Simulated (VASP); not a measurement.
# B: convergence, relaxation of the cell

B, R-3m (no. 166), 12 atoms in the cell. LDA; PAW potentials B (LDA set). VASP 6.6.1.

Wanted: cell volume within 0.2 %; lattice lengths within 0.1 %; shortest distances from each atom, periodic images included within 0.005 Å.

What the run is for: cell; Accuracy asked: standard.

The series start from Plane-wave cutoff (eV): 480; k-point mesh: 5 × 5 × 5; Relaxation passes: 2; Ionic threshold (EDIFFG): -0.005; Electronic threshold (eV): 1e-6; Precision mode (PREC): Accurate; Relaxation algorithm: IBRION=2 POTIM=0.5. Each series keeps the choices made before it, and each single choice may use up half of a tolerance. Times cover all steps of a run.

## Plane-wave cutoff (eV)

| Plane-wave cutoff (eV) | Cell volume (Å³) | Lattice lengths, largest deviation against the largest value | Shortest distances from each atom, periodic images included, largest deviation (Å) | Time (s) |
|---|---|---|---|---|
| 320 | 83.22 | 0.29 % | 0.0053 | 36 |
| 370 | 83.86 | 0.032 % | 0.0007 | 27 |
| 420 | 84 | 0.013 % | 0.0003 | 33 |
| 480 | 83.96 | 0.0006 % | 0.0001 | 40 |
| 560 | 83.94 | 0.0084 % | 0.0002 | 50 |
| 670 (reference) | 83.96 | 0 % | 0.0000 | 76 |

Chosen: 420, the loosest value from which every tighter one stays within half of the tolerance.

## k-point mesh

| k-point mesh | Cell volume (Å³) | Lattice lengths, largest deviation against the largest value | Shortest distances from each atom, periodic images included, largest deviation (Å) | Time (s) |
|---|---|---|---|---|
| 3 × 3 × 3 | 84.05 | 0.026 % | 0.0024 | 18 |
| 4 × 4 × 4 | 84 | 0.0046 % | 0.0002 | 26 |
| 5 × 5 × 5 | 84 | 0.0016 % | 0.0001 | 33 |
| 6 × 6 × 6 | 83.99 | 0 % | 0.0000 | 49 |
| 7 × 7 × 7 (reference) | 83.99 | 0 % | 0.0000 | 60 |

Chosen: 3 × 3 × 3.

## Relaxation passes

| Relaxation passes | Cell volume (Å³) | Lattice lengths, largest deviation against the largest value | Shortest distances from each atom, periodic images included, largest deviation (Å) | Time (s) |
|---|---|---|---|---|
| 1 | 84.05 | 0 % | 0.0000 | 15 |
| 2 | 84.05 | 0 % | 0.0000 | 18 |
| 3 (reference) | 84.05 | 0 % | 0.0000 | 24 |

Chosen: 1.

## Ionic threshold (EDIFFG)

| Ionic threshold (EDIFFG) | Cell volume (Å³) | Lattice lengths, largest deviation against the largest value | Shortest distances from each atom, periodic images included, largest deviation (Å) | Time (s) |
|---|---|---|---|---|
| -0.05 | 84.05 | 0.028 % | 0.0009 | 15 |
| -0.02 | 84.05 | 0.0042 % | 0.0002 | 16 |
| -0.01 | 84.05 | 0.0042 % | 0.0002 | 16 |
| -0.005 | 84.05 | 0.0042 % | 0.0002 | 15 |
| -0.002 (reference) | 84.04 | 0 % | 0.0000 | 20 |

Chosen: -0.05.

## Electronic threshold (eV)

| Electronic threshold (eV) | Cell volume (Å³) | Lattice lengths, largest deviation against the largest value | Shortest distances from each atom, periodic images included, largest deviation (Å) | Time (s) |
|---|---|---|---|---|
| 0.0001 | 84.05 | 0.0018 % | 0.0001 | 13 |
| 1e-5 | 84.05 | 0.0002 % | 0.0000 | 15 |
| 1e-6 | 84.05 | 0.0002 % | 0.0000 | 15 |
| 1e-7 (reference) | 84.05 | 0 % | 0.0000 | 17 |

Chosen: 0.0001.

## Precision mode (PREC)

| Precision mode (PREC) | Cell volume (Å³) | Lattice lengths, largest deviation against the largest value | Shortest distances from each atom, periodic images included, largest deviation (Å) | Time (s) |
|---|---|---|---|---|
| Normal | 84.05 | 0.0002 % | 0.0000 | 8.4 |
| Accurate (reference) | 84.05 | 0 % | 0.0000 | 13 |

Chosen: Normal.

## Relaxation algorithm

| Relaxation algorithm | Cell volume (Å³) | Lattice lengths, largest deviation against the largest value | Shortest distances from each atom, periodic images included, largest deviation (Å) | Time (s) |
|---|---|---|---|---|
| IBRION=2 POTIM=0.5 | 84.05 | 0 % | 0.0000 | 8.4 |
| IBRION=2 POTIM=0.2 | 84.07 | 0.0014 % | 0.0010 | 7.5 |
| IBRION=1 POTIM=0.5 | 84.05 | 0.029 % | 0.0019 | 7.7 |
| IBRION=1 POTIM=0.2 | 84.1 | 0.026 % | 0.0007 | 7.1 |

Chosen: IBRION=2 POTIM=0.5; no other choice that stays within half of the tolerance saves 30 % of the time.

## All choices together

| Input | Cell volume (Å³) | Lattice lengths, largest deviation against the largest value | Shortest distances from each atom, periodic images included, largest deviation (Å) | Time (s) |
|---|---|---|---|---|
| the program's defaults (naive) | 83.25 | 0.31 % | 0.0057 | 11 |
| chosen settings | 84.05 | 0.041 % | 0.0018 | 8.4 |
| reference settings throughout | 83.95 | 0 % | 0.0000 | 235 |

The tolerance is met.

Values of the reference run: Lattice lengths: 4.99, 4.99, 4.99 Å.

## The input

INCAR.step1:
```
ALGO = Normal
EDIFF = 1E-4
EDIFFG = -0.05
EFERMI = MIDGAP
ENCUT = 420
GGA = CA
GGA_COMPAT = F
IBRION = 2
ISIF = 3
ISMEAR = 0
KPAR = 4
LASPH = T
LCHARG = F
LREAL = F
LWAVE = F
NELM = 120
NELMIN = 4
NSW = 80
POTIM = 0.5
PREC = Normal
SIGMA = 0.03
```

INCAR.step2, as INCAR.step1 but for:
```
- EDIFFG = -0.05
- IBRION = 2
- ISIF = 3
- NELMIN = 4
- NSW = 80
- POTIM = 0.5
+ ISIF = 2
```

KPOINTS:
```
Automatic mesh
0
Gamma
  3 3 3
  0 0 0
```

POSCAR.step1:
```
B
1.0
    2.4589500000      1.4196754444      4.1935000000
   -2.4589500000      1.4196754444      4.1935000000
    0.0000000000     -2.8393508888      4.1935000000
B
12
Direct
    0.7788200000      0.7788200000      0.3694000000
    0.3694000000      0.7788200000      0.7788200000
    0.7788200000      0.3694000000      0.7788200000
    0.6306000000      0.2211800000      0.2211800000
    0.2211800000      0.2211800000      0.6306000000
    0.2211800000      0.6306000000      0.2211800000
    0.9898100000      0.9898100000      0.3463900000
    0.3463900000      0.9898100000      0.9898100000
    0.9898100000      0.3463900000      0.9898100000
    0.6536100000      0.0101900000      0.0101900000
    0.0101900000      0.0101900000      0.6536100000
    0.0101900000      0.6536100000      0.0101900000
```

Commands (each step's output is kept before the next begins):
```
cat potpaw_LDA.64/B/POTCAR > POTCAR
cp INCAR.step1 INCAR
cp POSCAR.step1 POSCAR
mpirun -np 4 vasp_std > vasp.out
cp CONTCAR POSCAR
cp INCAR.step2 INCAR
mpirun -np 4 vasp_std > vasp.out
```

The chosen input took VASP 6.6.1 8.4 s on 4 cores (Intel Xeon Platinum 8559C (Emerald Rapids)), a shared host.

## An input that fails: too few ionic steps

It gives no converged result.

Changes against the starting input:
```
- NSW = 80
- NELM = 120
+ NSW = 2
+ NELM = 82
```
